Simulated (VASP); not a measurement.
Runs of VASP 6.6.1 on MnF2. Symmetry: R-3m, No. 166, trigonal system. The conventional cell has a = 3.174 Å, b = 3.174 Å, c = 14.393 Å, α = 90.00°, β = 90.00°, γ = 120.00°. Mn (site symmetry -3m) is surrounded by 6 F at 2.17 Å. F (site symmetry 3m) has 3 Mn at 2.17 Å as nearest neighbours. The cell was built by a generator and needn't be a form met in nature.

```csv
level,potentials or basis,spin,U,gap on the mesh (eV),pressure (GPa),moment (μB),largest force (eV/Å)
LDA+U,"VASP PAW LDA potentials, release 64 (Mn_pv, F)",off,Mn d U = 7 eV,none,-20.4,-,1.84
PBE+U,"VASP PAW PBE potentials, release 64 (Mn_pv, F)","non-collinear, random start",Mn d U = 4 eV,3.22,0.4,5.00,0.90
LDA+U,"VASP PAW LDA potentials, release 64 (Mn_pv, F)","collinear, ferromagnetic start",Mn d U = 4 eV,2.93,-7.8,5.00,1.35
PBE+U,"VASP PAW PBE potentials, release 64 (Mn_pv, F)","collinear, random start",Mn d U = 4 eV,3.22,0.4,5.00,0.90
PBE,"VASP PAW PBE potentials, release 64 (Mn_pv, F)","collinear, ferromagnetic start",-,1.92,-0.9,5.00,0.92
LDA+U,"VASP PAW LDA potentials, release 64 (Mn_pv, F)","collinear, random start",Mn d U = 7 eV,(a),(b),5.00,1.33
LDA+U,"VASP PAW LDA potentials, release 64 (Mn_pv, F)","collinear, zero start",Mn d U = 7 eV,none,-20.4,0.00,1.84
```

Alike in all rows: task single point; cell as given; k mesh 7 × 7 × 7; cutoff (eV) 520; smearing gaussian 0.05 eV.

Question: Estimate the missing entries.

Answer: (a) 3.63; (b) -7.1.

Caveats: an odd mesh through Γ misses points on the zone boundary, where band edges often lie (some runs); a cell with one magnetic atom can't hold antiferromagnetic order, which such compounds often take (some runs); forces of over 1 eV/Å show positions far from the minimum, so gaps and moduli don't describe the material at rest (some runs); an odd number of electrons without spin polarisation forces a metal (some runs); a magnetic or distorted state may lie lower (some runs); U without spin polarisation on a metal has little footing (some runs).

A gap of «none» marks a metal or a gap under the smearing width.

Not every run made on this cell is shown here.
